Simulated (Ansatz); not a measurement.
# Cu (P6_3/mmc) in Ansatz: notebook

One crystal, Cu, is run at these levels: PBEsol; tasks: relaxation of cell and atoms.

All numbers are computed with Ansatz 0.2.0; they aren't measurements. Logs are shortened: lines on timing, memory, paths and dates and some standing lists are left out, and cuts for length are marked.

**1. Starting point**

Symmetry: P6_3/mmc, No. 194, hexagonal system. The conventional cell has a = 2.534 Å, b = 2.534 Å, c = 4.113 Å, α = 90.00°, β = 90.00°, γ = 120.00°. Cu (site symmetry -6m2) is surrounded by 12 Cu at 2.52 to 2.53 Å.

This isn't the form of Cu at room conditions, which is fcc.

**2. Relaxation of cell and atoms, PBEsol, target pressure 5 GPa, at which the enthalpy is minimised**

Contents of input.yaml:

```yaml
crystal:
  lattice:
    - [2.5340966698, 0.0, 0.0]
    - [-1.2670483349, 2.1945920917, 0.0]
    - [0.0, 0.0, 4.112571]
  atoms:
    - { symbol: Cu, position: [0.6666666667, 0.3333333333, 0.75] }
    - { symbol: Cu, position: [0.3333333333, 0.6666666667, 0.25] }
hamiltonian:
  xc: pbesol
  pseudopotentials: { kind: paw }
kpoints:
  mp_grid: { grid: [12, 12, 7] }
scf:
  occupations: { method: fermi_dirac, width: 0.05 }
output:
  forces: true
  stress: true
  eigenvalues: true
  write_density: true
  write_potential: true
  elf: true
  volumetric_format: npy
relax:
  f_tol: 0.01
  max_steps: 40
  cell: { stress_tol: 0.05, p_target: 5.0 }
```

Potentials or basis: Ansatz PAW.

Launch:

```sh
ansatz run input.yaml --threads 2 --pin off --max-ram 5632MiB --backend cpu --events-out ev --progress --plain --runs-dir out
```

Standard output:

```text
Warning: RAYON_NUM_THREADS=2 ignored (pool sized by the plan → 2); use --threads N
Engine: ansatz 0.2.0, x86_64-unknown-linux-gnu
Pseudopotentials: kind: paw
Pseudopotential: Cu, paw, valence charge 19, recommended cutoff 420 eV (normal), Cu.paw.azcp
Functional definition: PBEsol
  exchange = pbesol_x
  correlation = pbesol_c
Crystal: 2 atoms, lattice volume = 22.871 Å³
Basis set: ecut = 420 eV, 451 PW (Γ), exchange–correlation on 36×36×60 points (8 copies of the dense FFT grid, shifted against one another)
Bands: 23, of which v1, the nominal top of the filled ones, is band 19 counted from 1 (18 counted from 0)
Symmetry: 24 space group operations
Space group: P63/mmc (ITA 194), of the structure as read, at distance tolerance 2.8e-5 Å
k-points: 76 of 1008
Non-local potential: Cu, projectors of the file, l = 0: 3, l = 1: 2, l = 2: 3, l = 3: 1
PAW form: soft (Blöchl's): semilocal exchange-correlation on the pseudo side does not see the compensation charge
PAW frozen core: Cu, regenerated for the run's functional, and the local potential with it (the file was generated under x = pbe(κ = 0.804, μ = 0.2195149727645171), c = pbe(β = 0.06672455060314922))
PAW one-centre angular grid: Cu, 590 points (default); XC on 64 Gauss nodes
Initial density: superposition of atomic densities (neutral atoms: chi_scale 0, normalization atom), corrected by the library's trained network
Initial wavefunctions: pseudopotential atomic-orbital guess
Functional: x = pbesol(κ = 0.804, μ = 0.12345679012345678), c = pbesol(β = 0.046)
SCF iter   1: F=—  HF=-13177.526655 eV  |F-HF|=—  |Δ(HF+E_count)|=         —  Δρ=2.15e-2  dr2=5.49e-2  ethr=1.77e-3  ⟨swp⟩=5.5  Hψ=6592  notcnv=0
preconditioner: auto → none  [metal: Δε(μ)=0.008 eV  Ē_g=11.005 eV  σ=0.050 eV  W_gap=0.04  n_scr=8 (ndim 8)  ℏωp=36.4 eV  f_vac=0.000  D(μ)=1.06/eV (n_scr^D=8)  sad-step TF]
SCF iter   2: F=—  HF=-13177.515108 eV  |F-HF|=—  |Δ(HF+E_count)|=   1.15e-2  Δρ=5.38e-3  dr2=3.78e-3  ethr=1.44e-4  ⟨swp⟩=2.5  Hψ=3228  notcnv=0  defer=7
SCF iter   3: F=—  HF=-13177.514387 eV  |F-HF|=—  |Δ(HF+E_count)|=   7.21e-4  Δρ=1.40e-3  dr2=2.51e-4  ethr=9.94e-6  ⟨swp⟩=1.1  Hψ=1745  notcnv=0  defer=7
SCF iter   4: F=—  HF=-13177.514303 eV  |F-HF|=—  |Δ(HF+E_count)|=   8.32e-5  Δρ=8.55e-5  dr2=6.46e-7  ethr=6.61e-7  ⟨swp⟩=2.3  Hψ=2513  notcnv=0  defer=7
SCF iter   5: F=—  HF=-13177.514298 eV  |F-HF|=—  |Δ(HF+E_count)|=   4.88e-6  Δρ=8.96e-6  dr2=3.34e-9  ethr=1.70e-9  ⟨swp⟩=2.0  Hψ=2675  notcnv=0  defer=7
SCF iter   6: F=-13177.514298 eV  HF=-13177.514298 eV  |F-HF|=2.36e-11  |Δ(HF+E_count)|=   5.86e-9  Δρ=6.06e-7  dr2=3.85e-11  ethr=8.78e-12  ⟨swp⟩=4.7  Hψ=9946  notcnv=0
SCF 1 converged in 6 iterations: F = -13177.514298 eV  dr2 = 3.85e-11
relax step   1: F+E_penalty+E_count = -13177.51429843 eV  Δ(F+E_penalty+E_count) = +0.000e0 eV  max|allowed force component| = 2.776e-17 eV/Å  Δτ_max = 0.0000 Å  P = -1.422 GPa  Ω = 22.871 Å³  (6 SCF iters, dr2 threshold 1.00e-7 eV, accepted)
Crystal: 2 atoms, lattice volume = 22.425 Å³
Basis set: ecut = 420 eV, 427 PW (Γ), exchange–correlation on 36×36×60 points (8 copies of the dense FFT grid, shifted against one another)
Initial density: handed on by an earlier stage of this run
Initial wavefunctions: those handed on with the density
iter 1 solved again at ethr=2.47e-5 eV; its pass at ethr=3.10e-3 eV (dr2=9.40e-3 eV) is discarded
SCF iter   1: F=—  HF=-13177.516173 eV  |F-HF|=—  |Δ(HF+E_count)|=         —  Δρ=8.08e-3  dr2=9.28e-3  ethr=2.47e-5  ⟨swp⟩=1.0  Hψ=8580  notcnv=0
preconditioner: auto → none  [metal: Δε(μ)=0.019 eV  Ē_g=11.228 eV  σ=0.050 eV  W_gap=0.09  n_scr=8 (ndim 8)  ℏωp=36.8 eV  f_vac=0.000  D(μ)=1.03/eV (n_scr^D=2)]
SCF iter   2: F=—  HF=-13177.514267 eV  |F-HF|=—  |Δ(HF+E_count)|=   1.91e-3  Δρ=6.21e-4  dr2=3.67e-5  ethr=2.44e-5  ⟨swp⟩=2.0  Hψ=2748  notcnv=0
SCF iter   3: F=—  HF=-13177.514177 eV  |F-HF|=—  |Δ(HF+E_count)|=   8.99e-5  Δρ=4.32e-4  dr2=3.42e-5  ethr=9.65e-8  ⟨swp⟩=2.0  Hψ=3198  notcnv=0
SCF iter   4: F=—  HF=-13177.514166 eV  |F-HF|=—  |Δ(HF+E_count)|=   1.14e-5  Δρ=5.29e-5  dr2=1.34e-7  ethr=9.00e-8  ⟨swp⟩=2.0  Hψ=2332  notcnv=0
iter 5 did not close the SCF: its close was put off for the readings that it lacked (scf_convergence_deferred on its scf_iter line)
SCF iter   5: F=-13177.514166 eV  HF=-13177.514166 eV  |F-HF|=9.73e-10  |Δ(HF+E_count)|=   5.86e-7  Δρ=2.26e-6  dr2=7.27e-10  ethr=3.52e-10  ⟨swp⟩=2.0  Hψ=3199  notcnv=0
[... 50 lines left out ...]
iter 4 did not close the SCF: its close was put off for the readings that it lacked (scf_convergence_deferred on its scf_iter line)
SCF iter   4: F=-13177.505714 eV  HF=-13177.505714 eV  |F-HF|=4.00e-11  |Δ(HF+E_count)|=  6.75e-10  Δρ=7.43e-7  dr2=3.39e-11  ethr=8.42e-12  ⟨swp⟩=2.2  Hψ=2281  notcnv=0
iter 5 did not close the SCF: its close was put off for the readings that it lacked (scf_convergence_deferred on its scf_iter line)
SCF iter   5: F=-13177.505714 eV  HF=-13177.505714 eV  |F-HF|=5.46e-12  |Δ(HF+E_count)|=  4.55e-11  Δρ=1.11e-7  dr2=1.35e-12  ethr=1.00e-12  ⟨swp⟩=1.0  Hψ=1748  notcnv=0
SCF iter   6: F=-13177.505714 eV  HF=-13177.505714 eV  |F-HF|=0.00e0  |Δ(HF+E_count)|=  1.82e-12  Δρ=8.78e-9  dr2=4.75e-15  ethr=1.00e-12  ⟨swp⟩=3.3  Hψ=6798  notcnv=0
SCF 6 converged in 6 iterations: F = -13177.505714 eV  dr2 = 4.75e-15
relax step   6: F+E_penalty+E_count = -13177.50571373 eV  Δ(F+E_penalty+E_count) = -1.012e-4 eV  max|allowed force component| = 2.082e-17 eV/Å  Δτ_max = 0.0000 Å  P = +5.000 GPa  Ω = 22.043 Å³  energy of the carried Pulay correction = -2.626e-6 eV  (6 SCF iters, accepted)
iter 1 solved again at ethr=6.04e-10 eV; its pass at ethr=3.10e-3 eV (dr2=2.30e-7 eV) is discarded
SCF iter   1: F=—  HF=-13177.505718 eV  |F-HF|=—  |Δ(HF+E_count)|=         —  Δρ=6.28e-7  dr2=1.91e-11  ethr=6.04e-10  ⟨swp⟩=4.2  Hψ=12881  notcnv=0
iter 2 did not close the SCF: its close was put off for the readings that it lacked (scf_convergence_deferred on its scf_iter line)
SCF iter   2: F=-13177.505716 eV  HF=-13177.505716 eV  |F-HF|=7.28e-12  |Δ(HF+E_count)|=   1.99e-6  Δρ=4.14e-7  dr2=1.00e-11  ethr=1.00e-12  ⟨swp⟩=2.0  Hψ=3190  notcnv=0
iter 3 did not close the SCF: its close was put off for the readings that it lacked (scf_convergence_deferred on its scf_iter line)
SCF iter   3: F=-13177.505716 eV  HF=-13177.505716 eV  |F-HF|=1.82e-12  |Δ(HF+E_count)|=  1.82e-12  Δρ=1.67e-7  dr2=6.43e-13  ethr=1.00e-12  ⟨swp⟩=1.0  Hψ=1748  notcnv=0
iter 4 did not close the SCF: its close was put off for the readings that it lacked (scf_convergence_deferred on its scf_iter line)
SCF iter   4: F=-13177.505716 eV  HF=-13177.505716 eV  |F-HF|=3.64e-12  |Δ(HF+E_count)|=    0.00e0  Δρ=5.15e-8  dr2=2.63e-13  ethr=1.00e-12  ⟨swp⟩=1.0  Hψ=1748  notcnv=0
iter 5 did not close the SCF: its close was put off for the readings that it lacked (scf_convergence_deferred on its scf_iter line)
SCF iter   5: F=-13177.505716 eV  HF=-13177.505716 eV  |F-HF|=7.28e-12  |Δ(HF+E_count)|=  3.64e-12  Δρ=1.11e-8  dr2=1.33e-14  ethr=1.00e-12  ⟨swp⟩=1.0  Hψ=1748  notcnv=0
SCF iter   6: F=-13177.505716 eV  HF=-13177.505716 eV  |F-HF|=1.82e-12  |Δ(HF+E_count)|=  1.82e-12  Δρ=2.52e-9  dr2=6.67e-16  ethr=1.00e-12  ⟨swp⟩=2.0  Hψ=5181  notcnv=0
SCF 7 converged in 6 iterations: F = -13177.505716 eV  dr2 = 6.67e-16
relax step   7: F+E_penalty+E_count = -13177.50571580 eV  Δ(F+E_penalty+E_count) = -2.072e-6 eV  max|allowed force component| = 1.388e-17 eV/Å  Δτ_max = 0.0000 Å  P = +5.000 GPa  Ω = 22.043 Å³  stress off target by 8.77e-4 GPa  SCF on the basis re-selected at this cell (its energy is not comparable with the rows above)  (6 SCF iters)
basis re-selected at this cell: Δ(F+E_penalty+E_count) = -2.072e-6 eV, ΔP = +0.000 GPa vs the last step (what re-selecting the basis moved, of the pressure what is left beyond the Pulay correction that the steps carried, after the strain that the cell walked since its last selection, with what the two solves' SCF thresholds leave and, on support functions, any second-order correction that the steps lacked; it is no measure of the basis error at this ecutwfc). This SCF's stress stands 8.77e-4 GPa from its target on what of the cell is left free (relax.cell.stress_tol is 5.00e-2 GPa) and its largest allowed force component is 1.39e-17 eV/Å (relax.f_tol is 1.00e-2 eV/Å): within both
SCF converged after 6 iterations
Free energy (F): -13177.505716 eV
Harris-Foulkes:  -13177.505716 eV  (|F-HF|=1.82e-12)
Internal energy: -13177.497613 eV  (E = F + TS)
E sigma→0 (E₀):  -13177.501664 eV
Entropy (-TS):   -0.008103 eV (-4.051 meV/atom)
Fermi energy:    18.080949 eV
--- Per-component energies (eV) ---
  E_band       = -671.144762
  E_kinetic    = 602.088776
  E_local      = -7843.295394  (includes V_loc(G=0)·N_el)
  E_nonlocal   = 781.723098
  E_hartree    = 3458.305823
  E_xc         = -179.329490
  E_vxc        = -232.480771  (∫ρ·V_xc dr)
  E_paw        = -3251.042278  (= ΣΔE_a)
  E_vpaw       = -895.792653  (= ΣTr[D̂ρ^β])
  E_aug_tail   = 0.000540  (compensation charges beyond the density's cutoff)
  E_ewald      = -6746.361091
  E_core_change = 0.412404  (= ΣΔE_core)
  E_smearing   = -0.008103  (= −TS)
  E_closure    = -0.000000  (closes the sum)
  Σ components = -13177.505716   (vs F -13177.505716, Δ=0.00e0)
--- Forces (eV/Å), atoms counted from 1 ---
  atom   1  Cu    -0.00000000    -0.00000000     0.00000000
  atom   2  Cu     0.00000000     0.00000000     0.00000000
  max |Σ_I F_I| component: 1.39e-17 eV/Å
--- Stress (GPa, compression-positive) ---
        5.000877      -0.000000      -0.000000
       -0.000000       5.000877       0.000000
       -0.000000       0.000000       4.999663
  P = ⅓ Tr σ = 5.0005 GPa (50.005 kbar)
--- Band table (eV; the first three rows and the last of 76) ---
  k-point 0: bands = ["-94.2988", "-94.2793", "-51.8870", "-51.7639", "-51.7639", "-51.7432", "-51.7423", "-51.7423", "8.1322", "12.6128", "14.9047", "14.9634", "14.9634", "15.2025", "15.2025", "15.5127", "15.5127", "16.3643", "16.3643", "16.8549", "22.2606", "39.9757", "40.6853"]
  k-point 1: bands = ["-94.2978", "-94.2802", "-51.8799", "-51.7628", "-51.7628", "-51.7504", "-51.7434", "-51.7434", "8.3284", "12.4903", "14.8633", "14.9260", "14.9260", "15.1614", "15.1614", "15.6054", "15.6054", "16.1021", "16.3530", "16.3530", "23.5097", "39.9648", "40.5996"]
  k-point 2: bands = ["-94.2951", "-94.2830", "-51.8601", "-51.7705", "-51.7599", "-51.7599", "-51.7464", "-51.7464", "8.9052", "11.9644", "14.7568", "14.8801", "14.8801", "15.0625", "15.0625", "15.0679", "15.8056", "15.8056", "16.3041", "16.3041", "26.1781", "36.7681", "40.1455"]
  k-point 75: bands = ["-94.2748", "-94.2748", "-51.8566", "-51.8566", "-51.8329", "-51.8237", "-51.7725", "-51.7725", "13.8864", "13.8864", "13.9368", "14.0335", "14.5931", "14.5931", "15.4561", "15.6184", "16.3869", "16.3869", "22.2375", "22.2375", "23.2374", "24.5431", "25.5983"]
--- Relaxed structure (5 steps of the walk, 5 accepted, 2 SCFs on fresh bases) ---
  F+E_penalty+E_count = -13177.50571580 eV   max|allowed force component| = 1.388e-17 eV/Å   (the final SCF, on the basis selected at the relaxed cell)
  cell:  # Å, volume = 22.0426 Å³
    - [2.500261956586409, 4.5852403293073505e-34, -2.0059202124183758e-34]
    - [-1.2501309782932044, 2.165290370519615, -9.471479823152005e-19]
    - [-3.255396446475085e-34, -1.7749144998364804e-18, 4.071559111314288]
  atoms:
    - { symbol: Cu, position: [0.6666666666666666, 0.3333333333333333, 0.75] }
    - { symbol: Cu, position: [0.3333333333333333, 0.6666666666666666, 0.25] }
```

Run time: 21 s. Hardware: 2 threads of AMD EPYC, shared host; peak memory 0.39 GiB.

What came out:

| Item | Value |
| --- | --- |
| Free energy | -13177.5057 eV |
| Relaxed volume | 11.02 Å³/atom |
| Relaxed cell | a = 2.500 Å, b = 2.500 Å, c = 4.072 Å, α = 90.00°, β = 90.00°, γ = 120.00° |
| Space group after relaxing (to 0.05 Å) | P6_3/mmc (No. 194) |
| Energy change on relaxing (the enthalpy is what falls) | +4.3 meV/atom |
| Ionic steps | 7 |
| Pressure after relaxing | 5.0 GPa |
| Band gap on the k mesh | none (metal or under the smearing width) |

The path:
| step | energy change (eV) | largest force (eV/Å) | volume (Å³) |
| --- | --- | --- | --- |
| 1 | 0.0000 | 0.0000 | 22.87 |
| 2 | 0.0001 | 0.0000 | 22.42 |
| 3 | 0.0089 | 0.0000 | 22.01 |
| 4 | 0.0080 | 0.0000 | 22.04 |
| 5 | 0.0087 | 0.0000 | 22.04 |
| 6 | 0.0086 | 0.0000 | 22.04 |
| 7 | 0.0086 | 0.0000 | 22.04 |

Final structure:
```
CELL_PARAMETERS angstrom
2.50026 0.00000 0.00000
-1.25013 2.16529 0.00000
0.00000 0.00000 4.07156
ATOMIC_POSITIONS crystal
Cu 0.66667 0.33333 0.75000
Cu 0.33333 0.66667 0.25000
```

Caveat: the plane-wave basis is chosen anew once the cell has moved, so the energies of steps on either side of that aren't comparable; the PAW data sets come from PBE, with cores solved anew for the run's functional, which leaves a small shift of forces and pressure.

**3. Relaxation of cell and atoms, PBEsol, target pressure 10 GPa, at which the enthalpy is minimised**

Edit input.yaml of step 2 so:

```diff
@@ -19,6 +19,2 @@
   eigenvalues: true
-  write_density: true
-  write_potential: true
-  elf: true
-  volumetric_format: npy
 relax:
@@ -26,2 +22,2 @@
   max_steps: 40
-  cell: { stress_tol: 0.05, p_target: 5.0 }
+  cell: { stress_tol: 0.05, p_target: 10.0 }
```

Potentials or basis: Ansatz PAW.

Launch:

```sh
ansatz run input.yaml --threads 2 --pin off --max-ram 5632MiB --backend cpu --events-out ev --progress --plain --runs-dir out
```

Wall time 15 s (2 threads of AMD EPYC, shared host); peak memory 0.39 GiB.

The run converged. Its results:

| Property | Result |
| --- | --- |
| Free energy | -13177.4804 eV |
| Relaxed volume | 10.75 Å³/atom |
| Relaxed cell | a = 2.479 Å, b = 2.479 Å, c = 4.039 Å, α = 90.00°, β = 90.00°, γ = 120.00° |
| Space group after relaxing (to 0.05 Å) | P6_3/mmc (No. 194) |
| Energy change on relaxing (the enthalpy is what falls) | +16.9 meV/atom |
| Ionic steps | 6 |
| Pressure after relaxing | 10.0 GPa |
| Band gap on the k mesh | none (metal or under the smearing width) |

Step by step:
| step | energy change (eV) | largest force (eV/Å) | volume (Å³) |
| --- | --- | --- | --- |
| 1 | 0.0000 | 0.0000 | 22.87 |
| 2 | 0.0068 | 0.0000 | 22.08 |
| 3 | 0.0373 | 0.0000 | 21.43 |
| 4 | 0.0324 | 0.0000 | 21.50 |
| 5 | 0.0326 | 0.0000 | 21.50 |
| 6 | 0.0339 | 0.0000 | 21.50 |

Final structure:
```yaml
crystal:
  lattice:
    - [2.47914, 0.00000, 0.00000]
    - [-1.23957, 2.14700, 0.00000]
    - [0.00000, 0.00000, 4.03906]
  atoms:
    - { symbol: Cu, position: [0.66667, 0.33333, 0.75000] }
    - { symbol: Cu, position: [0.33333, 0.66667, 0.25000] }
```

Levels at points of the mesh, in eV from the Fermi level:
```csv
k point,band 16,band 17,band 18,band 19,band 20,band 21,band 22,band 23
"(0.00, 0.00, 0.00)",-2.63,-2.63,-1.75,-1.75,-1.31,4.31,22.10,23.00
"(0.00, -0.50, 0.00)",-1.64,-1.58,-1.53,0.03,1.77,8.20,8.68,11.31
```

Caveat: the plane-wave basis is chosen anew once the cell has moved, so the energies of steps on either side of that aren't comparable; the PAW data sets come from PBE, with cores solved anew for the run's functional, which leaves a small shift of forces and pressure.

**4. Relaxation of cell and atoms, PBEsol, target pressure 20 GPa, at which the enthalpy is minimised**

Edit input.yaml of step 3 so:

```diff
@@ -19,2 +19,6 @@
   eigenvalues: true
+  write_density: true
+  write_potential: true
+  elf: true
+  volumetric_format: npy
 relax:
@@ -22,2 +26,2 @@
   max_steps: 40
-  cell: { stress_tol: 0.05, p_target: 10.0 }
+  cell: { stress_tol: 0.05, p_target: 20.0 }
```

Launch:

```sh
ansatz run input.yaml --threads 2 --pin off --max-ram 5632MiB --backend cpu --events-out ev --progress --plain --runs-dir out
```

It took 21 s on 2 threads of AMD EPYC, shared host; peak memory 0.4 GiB.

Results (log left out):

- Free energy: -13177.3985 eV
- Relaxed volume: 10.31 Å³/atom
- Relaxed cell: a = 2.444 Å, b = 2.444 Å, c = 3.984 Å, α = 90.00°, β = 90.00°, γ = 120.00°
- Space group after relaxing (to 0.05 Å): P6_3/mmc (No. 194)
- Energy change on relaxing (the enthalpy is what falls): +57.9 meV/atom
- Ionic steps: 8
- Pressure after relaxing: 20.0 GPa
- Band gap on the k mesh: none (metal or under the smearing width)

The path:
```tsv
step	energy change (eV)	largest force (eV/Å)	volume (Å³)
1	0.0000	0.0000	22.87
2	0.0387	0.0000	21.41
3	0.1355	0.0000	20.44
4	0.1127	0.0000	20.62
5	0.1141	0.0000	20.61
6	0.1164	0.0000	20.61
7	0.1158	0.0000	20.61
8	0.1158	0.0000	20.61
```

Final structure:
```xyz
2
Lattice="2.4442 0.0000 0.0000 -1.2221 2.1167 0.0000 0.0000 0.0000 3.9845" Properties=species:S:1:pos:R:3 pbc="T T T"
Cu    1.2221    0.7056    2.9883
Cu    0.0000    1.4112    0.9961
```

Levels at points of the mesh, in eV from the Fermi level:
```
            k point  band 16  band 17  band 18  band 19  band 20  band 21  band 22  band 23
 (0.00, 0.00, 0.00)    -2.75    -2.75    -1.81    -1.81    -1.46     4.53    22.43    23.68
(0.00, -0.50, 0.00)    -1.69    -1.63    -1.57     0.02     1.86     8.40     8.95    11.58
```

Caveat: the plane-wave basis is chosen anew once the cell has moved, so the energies of steps on either side of that aren't comparable; the PAW data sets come from PBE, with cores solved anew for the run's functional, which leaves a small shift of forces and pressure.

(Part 1 of 2 ends here.)
